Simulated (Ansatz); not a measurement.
# SrO: a sublattice moved along a line

All numbers below come from Ansatz 0.2.0, DFT r2SCAN, scalar-relativistic, plane waves, PAW. Settings: plane waves to 500 eV, k-mesh 8×8×8 (Γ-centred), Gaussian smearing 0.05 eV. No spin polarisation. Energies are free energies at this smearing, counted from the undisturbed cell; pressure is positive in compression.

The starting cell (relaxed at this level):

```yaml
crystal:
  lattice:
    - [0.00000, 2.58015, 2.58015]
    - [2.58015, 0.00000, 2.58015]
    - [2.58015, 2.58015, 0.00000]
  atoms:
    - { symbol: Sr, position: [0.00000, 0.00000, 0.00000] }
    - { symbol: O, position: [0.50000, 0.50000, 0.50000] }
```

Every Sr atom is moved by x along the Cartesian unit vector (0.577, 0.577, 0.577); the cell and all other atoms stay fixed.

```
  x (Å)  ΔE (meV/cell) force along x on the moved atoms (eV/Å) pressure (GPa) gap on the mesh (eV)
-0.5000          314.4                                     1.34             6.6                  4.57
-0.2500           73.5                                     0.61             1.6                  4.24
 0.0000            0.0                                     0.00             0.0                  3.80
 0.0625            4.4                                    -0.14             0.1                  3.83
 0.1250           17.9                                    -0.29             0.4                  3.92
 0.1875           40.8                                    -0.44             0.9                  4.06
 0.3125          116.7                                    -0.78             2.6                  4.42
 0.3750          171.0                                    -0.96             3.7                  4.63
 0.4375          236.8                                    -1.15             5.0                  4.61
```

By symmetry 0.5000 repeats -0.5000, -0.3750 repeats 0.3750, 0.2500 repeats -0.2500, -0.1250 repeats 0.1250 in energy, with the opposite slope along the path.